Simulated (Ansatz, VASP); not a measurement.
This is a calculation of PbO (Litharge) for VASP 6.6.1.

Contents of INCAR:

```
  PREC = Accurate
  ENCUT = 520
  EDIFF = 1E-7
  ISMEAR = -1
  SIGMA = 0.05
  LREAL = False
  LASPH = True
  NELM = 100
  ALGO = Normal
  ISIF = 2
  LWAVE = False
  LCHARG = False
  GGA = PE
  NBANDS = 28
```

KPOINTS

```
regular mesh
0
Gamma
  7 7 6
```

POSCAR

```
PbO
1.0
    3.9632206696      0.0000000000      0.0000000000
    0.0000000000      3.9632206696      0.0000000000
    0.0000000000      0.0000000000      4.9763748258
Pb O
2 2
Direct
    0.5000000000      0.0000000000      0.7600000000
    0.0000000000      0.5000000000      0.2400000000
    0.5000000000      0.5000000000      0.0000000000
    0.0000000000      0.0000000000      0.0000000000
```

Potentials or basis: VASP PAW PBE potentials, release 64 (Pb_d, O).

Command:

```bash
$ cat potpaw_PBE.64/Pb_d/POTCAR potpaw_PBE.64/O/POTCAR > POTCAR
$ mpirun -np 1 vasp_std > vasp.out
```

Problem. Set up the same calculation for Ansatz 0.2.0. Potentials there: Ansatz PAW.

Solution. As run (the cutoff follows the program's own potentials):

The input input.yaml:

```yaml
crystal:
  lattice:
    - [3.9632206696, 0.0, 0.0]
    - [0.0, 3.9632206696, 0.0]
    - [0.0, 0.0, 4.9763748258]
  atoms:
    - { symbol: Pb, position: [0.5, 0.0, 0.76] }
    - { symbol: Pb, position: [0.0, 0.5, 0.24] }
    - { symbol: O, position: [0.5, 0.5, 0.0] }
    - { symbol: O, position: [0.0, 0.0, 0.0] }
hamiltonian:
  xc: pbe
  pseudopotentials: { kind: paw }
kpoints:
  mp_grid: { grid: [7, 7, 6] }
scf:
  occupations: { method: fermi_dirac, width: 0.05 }
output:
  forces: true
  stress: true
  eigenvalues: true
```

Potentials or basis: Ansatz PAW.

Run with:

```bash
$ ansatz run input.yaml --threads 1 --pin off --max-ram 3584MiB --backend cpu --events-out ev --progress --plain --runs-dir out
```

Both were run:

|  | VASP | Ansatz | Ansatz less VASP |
| --- | --- | --- | --- |
| gap on the k mesh at the Fermi level (eV) | 1.39 | 1.38 | -0.009 |
| least direct gap on the mesh (eV) | 2.40 | 2.42 | +0.016 |
| pressure (GPa) | 4.9 | 4.8 | -0.08 |
| largest component of the traceless stress (GPa) | 0.99 | 0.97 | -0.015 |
| rms of the force components (eV/Å) | 0.123 | 0.106 | -0.0174 |

Atom by atom the forces differ by 0.017 eV/Å (rms over components).

Caveats: spin-orbit coupling is left out, which as a rule narrows the gap of such compounds by several tenths of an eV; an odd mesh through Γ misses points on the zone boundary, where band edges often lie (VASP); odd divisions of the mesh miss points on the zone boundary, where band edges often lie, so the gap on the mesh can be too wide (Ansatz); the pressure holds a Pulay correction of +0.3 GPa for the finite cutoff (Ansatz).
